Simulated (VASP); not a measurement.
# MgAl2C2 (P-3m1): formation energy of the defect C_i (12-fold void), part 3 of 9

Wanted: what the defect C_i (12-fold void) costs in MgAl2C2 (P-3m1) and how the lattice relaxes round it. The start is a computed cell from the Materials Project.

VASP 6.6.1, plane waves and PAW; the level of theory is named at each step.

So far. Step 2 (The host at zero pressure): The run ended after 5 ionic steps, 0.008 eV below its first step, once forces and stress met EDIFFG = -0.02. The relaxed cell has a = 3.377, c = 5.769 Å (conventional setting).

## (3) Screening in the host (continued)

Level of this step: PBEsol; plane waves and PAW (Mg, Al, C) (VASP).

From OUTCAR (step 3):

```text
  LATTYP: Found a hexagonal cell.
 ALAT       =     3.3765110505
 C/A-ratio  =     1.7086613623

The static configuration has the point symmetry D_3d.

 Found     35 irreducible k-points:

   k-points           NKPTS =     35   k-points in BZ     NKDIM =     35   number of bands    NBANDS=     14

   dimension x,y,z NGX =    24 NGY =   24 NGZ =   40
   dimension x,y,z NGXF=    48 NGYF=   48 NGZF=   80

   ENCUT  =  400.0 eV  29.40 Ry    5.42 a.u.   5.51  5.51  9.41*2*pi/ulx,y,z

   NELECT =      16.0000    total number of electrons

  Total       -0.2754656     -0.2754656     -0.2720851      0.0000000      0.0000000     -0.0000000
  in kB       -7.7479503     -7.7479500     -7.6528671      0.0000000      0.0000000     -0.0000000
  external PRESSURE =      -7.7162558 kB  Pullay stress =       0.0000000 kB

  energy-cutoff  :      400.00
  volume of cell :       56.96
      direct lattice vectors                 reciprocal lattice vectors
     3.376511050  0.000000000  0.000000000     0.296163698  0.170990193 -0.000000000
    -1.688255525  2.924144302  0.000000000     0.000000000  0.341980387  0.000000000
     0.000000000  0.000000000  5.769313971     0.000000000 -0.000000000  0.173330834

 POSITION                                       TOTAL-FORCE (eV/Angst)
 -----------------------------------------------------------------------------------
      0.00000      0.00000      0.00000         0.000000      0.000000      0.000000
      1.68826      0.97471      2.02080         0.000000      0.000000     -0.023007
     -0.00000      1.94943      3.74851         0.000000     -0.000000      0.023007
     -0.00000      1.94943      1.55532        -0.000000      0.000000     -0.027906
      1.68826      0.97471      4.21400         0.000000     -0.000000      0.027906
 -----------------------------------------------------------------------------------
    total drift:                                0.000000      0.000000      0.000000

 MACROSCOPIC STATIC DIELECTRIC TENSOR (including local field effects in DFT)
 ------------------------------------------------------
           7.738210    -0.000000    -0.000000
          -0.000000     7.738210     0.000000
          -0.000000     0.000000     8.753538
 ------------------------------------------------------

 PIEZOELECTRIC TENSOR (including local field effects)  for field in x, y, z        (C/m^2)
          XX          YY          ZZ          XY          YZ          ZX
  --------------------------------------------------------------------------------
  x     0.00000     0.00000     0.00000     0.00000     0.00000     0.00000
  y     0.00000     0.00000     0.00000     0.00000     0.00000     0.00000
  z     0.00000     0.00000     0.00000     0.00000     0.00000     0.00000

 BORN EFFECTIVE CHARGES (including local field effects) (in |e|, cummulative output)
 ---------------------------------------------------------------------------------
 ion    1
    1     2.01840    -0.00000    -0.00000
    2    -0.00000     2.01840    -0.00000
    3    -0.00000     0.00000     2.78864
 ion    2
    1     2.25599    -0.00000    -0.00000
    2    -0.00000     2.25599     0.00000
    3    -0.00000     0.00000     1.96391
 ion    3
    1     2.25599    -0.00000    -0.00000
    2    -0.00000     2.25599     0.00000
    3    -0.00000    -0.00000     1.96391
 ion    4
    1    -3.26519     0.00000     0.00000
    2     0.00000    -3.26519     0.00000
    3    -0.00000     0.00000    -3.35823
 ion    5
    1    -3.26519     0.00000     0.00000
    2     0.00000    -3.26519     0.00000
    3     0.00000     0.00000    -3.35823

 Eigenvectors and eigenvalues of the dynamical matrix
 ----------------------------------------------------

   1 f  =   19.519134 THz   122.642336 2PiTHz  651.088226 cm-1    80.724615 meV
             X         Y         Z           dx          dy          dz
      0.000000  0.000000  0.000000    -0.012013    0.000007   -0.000000
      1.688256  0.974715  2.020804     0.396326   -0.000226    0.000000
     -0.000000  1.949430  3.748510     0.396326   -0.000226    0.000000
     -0.000000  1.949430  1.555318    -0.585537    0.000334   -0.000000
      1.688256  0.974715  4.213996    -0.585537    0.000334   -0.000000

   2 f  =   19.519134 THz   122.642334 2PiTHz  651.088216 cm-1    80.724614 meV
             X         Y         Z           dx          dy          dz
      0.000000  0.000000  0.000000     0.000007    0.012013   -0.000000
      1.688256  0.974715  2.020804    -0.000226   -0.396326    0.000000
     -0.000000  1.949430  3.748510    -0.000226   -0.396326    0.000000
     -0.000000  1.949430  1.555318     0.000334    0.585537   -0.000000
      1.688256  0.974715  4.213996     0.000334    0.585537    0.000000

   3 f  =   19.401420 THz   121.902718 2PiTHz  647.161715 cm-1    80.237790 meV
             X         Y         Z           dx          dy          dz
      0.000000  0.000000  0.000000     0.000000   -0.000000    0.000000
      1.688256  0.974715  2.020804     0.386579   -0.000220   -0.000000
     -0.000000  1.949430  3.748510    -0.386579    0.000220    0.000000
     -0.000000  1.949430  1.555318    -0.592078    0.000337    0.000000
      1.688256  0.974715  4.213996     0.592078   -0.000337    0.000000

   4 f  =   19.401420 THz   121.902716 2PiTHz  647.161706 cm-1    80.237789 meV
[...]
0.000000  0.000000  0.000000    -0.000000    0.000000    0.528975
      1.688256  0.974715  2.020804    -0.000000   -0.000000   -0.485914
     -0.000000  1.949430  3.748510     0.000000   -0.000000   -0.485914
     -0.000000  1.949430  1.555318    -0.000000    0.000000    0.352109
      1.688256  0.974715  4.213996    -0.000000    0.000000    0.352109

   7 f  =   11.547165 THz    72.552980 2PiTHz  385.171977 cm-1    47.755217 meV
             X         Y         Z           dx          dy          dz
      0.000000  0.000000  0.000000    -0.000000   -0.000000    0.000000
      1.688256  0.974715  2.020804    -0.000000    0.000000   -0.664292
     -0.000000  1.949430  3.748510     0.000000   -0.000000    0.664292
     -0.000000  1.949430  1.555318    -0.000000    0.000000   -0.242314
      1.688256  0.974715  4.213996     0.000000   -0.000000    0.242314

   8 f  =    9.130454 THz    57.368336 2PiTHz  304.559173 cm-1    37.760508 meV
             X         Y         Z           dx          dy          dz
      0.000000  0.000000  0.000000    -0.000000   -0.000000    0.000000
      1.688256  0.974715  2.020804    -0.592078    0.000337    0.000000
     -0.000000  1.949430  3.748510     0.592078   -0.000337   -0.000000
     -0.000000  1.949430  1.555318    -0.386579    0.000220   -0.000000
      1.688256  0.974715  4.213996     0.386579   -0.000220   -0.000000

   9 f  =    9.130454 THz    57.368335 2PiTHz  304.559168 cm-1    37.760507 meV
             X         Y         Z           dx          dy          dz
      0.000000  0.000000  0.000000     0.000000   -0.000000   -0.000000
      1.688256  0.974715  2.020804    -0.000337   -0.592078   -0.000000
     -0.000000  1.949430  3.748510     0.000337    0.592078    0.000000
     -0.000000  1.949430  1.555318    -0.000220   -0.386579    0.000000
      1.688256  0.974715  4.213996     0.000220    0.386579    0.000000

  10 f  =    8.642400 THz    54.301804 2PiTHz  288.279450 cm-1    35.742080 meV
             X         Y         Z           dx          dy          dz
      0.000000  0.000000  0.000000    -0.000000   -0.000000    0.694594
      1.688256  0.974715  2.020804     0.000000   -0.000000    0.009523
     -0.000000  1.949430  3.748510    -0.000000    0.000000    0.009523
     -0.000000  1.949430  1.555318     0.000000   -0.000000   -0.508605
      1.688256  0.974715  4.213996    -0.000000    0.000000   -0.508605

  11 f  =    6.579860 THz    41.342481 2PiTHz  219.480513 cm-1    27.212103 meV
             X         Y         Z           dx          dy          dz
      0.000000  0.000000  0.000000     0.873011   -0.000497    0.000000
      1.688256  0.974715  2.020804    -0.281364    0.000160   -0.000000
     -0.000000  1.949430  3.748510    -0.281364    0.000160    0.000000
     -0.000000  1.949430  1.555318    -0.199399    0.000114    0.000000
      1.688256  0.974715  4.213996    -0.199399    0.000114    0.000000

  12 f  =    6.579860 THz    41.342481 2PiTHz  219.480509 cm-1    27.212103 meV
             X         Y         Z           dx          dy          dz
      0.000000  0.000000  0.000000     0.000497    0.873011    0.000000
      1.688256  0.974715  2.020804    -0.000160   -0.281364   -0.000000
     -0.000000  1.949430  3.748510    -0.000160   -0.281364    0.000000
     -0.000000  1.949430  1.555318    -0.000114   -0.199399   -0.000000
      1.688256  0.974715  4.213996    -0.000114   -0.199399    0.000000

  13 f/i=    0.001241 THz     0.007795 2PiTHz    0.041383 cm-1     0.005131 meV
             X         Y         Z           dx          dy          dz
      0.000000  0.000000  0.000000    -0.286179   -0.394726    0.000000
      1.688256  0.974715  2.020804    -0.301455   -0.415795    0.000000
     -0.000000  1.949430  3.748510    -0.301455   -0.415795    0.000000
     -0.000000  1.949430  1.555318    -0.201106   -0.277385    0.000000
      1.688256  0.974715  4.213996    -0.201106   -0.277385    0.000000

  14 f/i=    0.001241 THz     0.007795 2PiTHz    0.041383 cm-1     0.005131 meV
             X         Y         Z           dx          dy          dz
      0.000000  0.000000  0.000000    -0.394726    0.286179    0.000000
      1.688256  0.974715  2.020804    -0.415795    0.301455    0.000000
     -0.000000  1.949430  3.748510    -0.415795    0.301455    0.000000
     -0.000000  1.949430  1.555318    -0.277385    0.201106    0.000000
      1.688256  0.974715  4.213996    -0.277385    0.201106    0.000000

  15 f/i=    0.001872 THz     0.011763 2PiTHz    0.062449 cm-1     0.007743 meV
             X         Y         Z           dx          dy          dz
      0.000000  0.000000  0.000000     0.000000    0.000000    0.487570
      1.688256  0.974715  2.020804     0.000000    0.000000    0.513612
     -0.000000  1.949430  3.748510     0.000000    0.000000    0.513612
     -0.000000  1.949430  1.555318     0.000000    0.000000    0.342550
      1.688256  0.974715  4.213996     0.000000    0.000000    0.342550

 MACROSCOPIC STATIC DIELECTRIC TENSOR IONIC CONTRIBUTION
 ------------------------------------------------------
           8.525265    -0.000000     0.000000
          -0.000000     8.525265     0.000000
           0.000000     0.000000    22.029016
 ------------------------------------------------------

 ELASTIC MODULI CONTR FROM IONIC RELAXATION (kBar)
 Direction    XX          YY          ZZ          XY          YZ          ZX
 --------------------------------------------------------------------------------
 XX        -453.9458    271.2978   -118.4957      0.0000    258.1520     -0.0000
 YY         271.2978   -453.9457   -118.4957      0.0000   -258.1520      0.0000
 ZZ        -118.4957   -118.4957   -155.1418      0.0000      0.0000     -0.0000
 XY           0.0000      0.0000      0.0000   -362.6218      0.0000    268.7320
 YZ         258.1520   -258.1520      0.0000      0.0000   -374.1472      0.0000
 ZX          -0.0000      0.0000     -0.0000    268.7320      0.0000   -388.3531
 --------------------------------------------------------------------------------

 PIEZOELECTRIC TENSOR IONIC CONTR  for field in x, y, z        (C/m^2)
          XX          YY          ZZ          XY          YZ          ZX
  --------------------------------------------------------------------------------
  x     0.00000    -0.00000     0.00000    -0.00000    -0.00000     0.00000
  y     0.00000    -0.00000    -0.00000     0.00000    -0.00000    -0.00000
  z    -0.00000     0.00000    -0.00000     0.00000     0.00000    -0.00000

[... 1 part as in an earlier step ...]

[... 3 further parts left out ...]
```

Energies printed during the response cycles are not total energies of the cell.

This step gave:

```yaml
pressure_of_the_cell: -0.7716 GPa
largest_force_of_the_cell: 0.02791 eV/Å
fermi_energy: 6.993 eV
gap_on_the_k_mesh: 1.762 eV
least_direct_gap_on_the_k_mesh: 2.926 eV
```

Electronic dielectric tensor with local fields:

```
7.74 0.00 0.00
0.00 7.74 0.00
0.00 0.00 8.75
```

Ionic part of the static dielectric tensor:

```
 8.53  0.00  0.00
 0.00  8.53  0.00
 0.00  0.00 22.03
```

Born effective charge (e), principal values of the symmetric part by kind of site:

```csv
atom,atoms with these values,low,middle,high,mean
Mg1,1,2.02,2.02,2.79,2.28
Al2,2,1.96,2.26,2.26,2.16
C4,2,-3.36,-3.27,-3.27,-3.30
```

In full for Mg1:

```
2.02 0.00 0.00
0.00 2.02 0.00
0.00 0.00 2.79
```

Lines of the infrared spectrum (strongest = 100):

```
position (cm⁻¹)  lines merged  squared mode dipole, relative
            219             2                             11
            288             1                             46
            305             2                            0.0
            385             1                            0.0
            486             1                             14
            566             1                            0.0
            647             2                            0.0
            651             2                            100
```

The electrons screen with a mean of 8.08 and the ions add 13.03; the sum enters the correction.

(Continued in part 4 of 9.)

[Lines on the potential files, build, host, timing and source positions are cut from VASP's logs without a mark.]

[Logs are printed without paths, hosts, clocks, repeated set-up lines and the standing remarks that a program may print on its own settings, such as how far it seeks lower states.]

[Hosts, paths, dates, database ids (printed as entryN), source tags and the programs' standing remarks are cut or masked in the printed files.]

[In band tables of VASP the shares of atoms and orbitals are scaled to a sum of 1 inside the atoms' spheres.]

[Runs that stopped without an error message from VASP are left out.]
